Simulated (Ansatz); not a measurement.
# BN: the cost of one run

Computed with Ansatz 0.2.0, driven from Python. Level of theory: DFT revPBE, plane waves, PAW.

The COD entry's cell or inner coordinates are ideal or old and differ from later refinements, so a difference from it is no clean test against experiment.

## (1) The system

It takes space group P6_3mc (No. 186, hexagonal). Conventional cell: a = 2.536 Å, b = 2.536 Å, c = 4.199 Å, α = 90.00°, β = 90.00°, γ = 120.00°. Around B (site symmetry 3m) lie 4 N at 1.56 to 1.57 Å. N (site symmetry 3m) is surrounded by 4 B at 1.56 to 1.57 Å.

The script holds or builds the structure itself.

## (2) Script

strain_bn.py

```python
# -*- coding: utf-8 -*-
"""A tetragonal strain scan of BN."""

import ansatz as az
import numpy as np

vectors0 = np.array([
    [2.536, 0.0, 0.0],
    [-1.268, 2.19624, 0.0],
    [0.0, 0.0, 4.199],
])
sites = [
    ("B", (2 / 3, 1 / 3, 0.0)),
    ("B", (1 / 3, 2 / 3, 0.5)),
    ("N", (2 / 3, 1 / 3, 0.375)),
    ("N", (1 / 3, 2 / 3, 0.875)),
]


def crystal_on(cell):
    crystal = az.Crystal(lattice=az.Lattice.of(cell))
    for symbol, position in sites:
        crystal = crystal.atom(symbol, position)
    return crystal


def main():
    # clamped ions: the fractional positions stay as typed
    values = np.linspace(-0.01, 0.01, 7)
    energies = []
    for d in values:
        strain = np.diag([d, d, (1 + d) ** -2 - 1])
        cell = vectors0 @ (np.eye(3) + strain)
        calc = crystal_on(cell).calculation()
        calc = calc.functional("revpbe")
        calc = calc.pseudopotentials("paw")
        calc = calc.basis(320)
        calc = calc.eigensolver("auto", full_accuracy=True).scf(extra_bands=8)
        calc = calc.occupations("gaussian", width=0.05).kpoints(8, 8, 5)
        calc = calc.stress()
        r = calc.run(threads=1, pin="off").report
        energies.append(r["free_energy_ev"] / len(sites))
        s = r["stress_gpa"]
        print(f"d = {d:+.4f}  stress xx yy zz xy (GPa, compression positive): {s[0][0]:8.3f} {s[1][1]:8.3f} {s[2][2]:8.3f} {s[0][1]:8.3f}")
    energies = np.array(energies)

    for value, e in zip(values, energies):
        print(f"strain {value:7.3f}   E - Emin = {1000 * (e - energies.min()):9.3f} meV/atom")
    np.savetxt("strain.csv", np.column_stack([values, energies]), fmt="%.6f", delimiter=",", header="strain,energy_eV_per_atom")
    curvature = 2 * np.polyfit(values, energies, 3)[1]
    volume = abs(np.linalg.det(vectors0)) / len(sites)
    print(f"d2E/dd2 over the volume: {curvature / volume * 160.21766:.1f} GPa")


if __name__ == "__main__":
    main()
```

## (3) The calls as engine input

The engine receives this input (first run):

```yaml
crystal:
  lattice:
    - [2.51064, 0.0, 0.0]
    - [-1.25532, 2.1742776, 0.0]
    - [0.0, 0.0, 4.284256708499132]
  atoms:
    - { symbol: B, position: [0.6666666666666666, 0.3333333333333333, 0.0] }
    - { symbol: B, position: [0.3333333333333333, 0.6666666666666666, 0.5] }
    - { symbol: "N", position: [0.6666666666666666, 0.3333333333333333, 0.375] }
    - { symbol: "N", position: [0.3333333333333333, 0.6666666666666666, 0.875] }
basis:
  ecutwfc: 320.0
kpoints:
  mp_grid:
    grid: [8, 8, 5]
hamiltonian:
  xc: revpbe
  pseudopotentials:
    kind: paw
scf:
  n_extra_bands: 8
  occupations:
    method: gaussian
    width: 0.05
  eigensolver:
    kind: auto
    full_accuracy: true
output:
  stress: true
```

## (4) The run

Launch:

```sh
python strain_bn.py
```

**Question.** How long does this script take on 1 thread of Arm Neoverse V2, shared host, and how much memory does it need?

About 6.7 s, with a peak of 0.32 GiB.
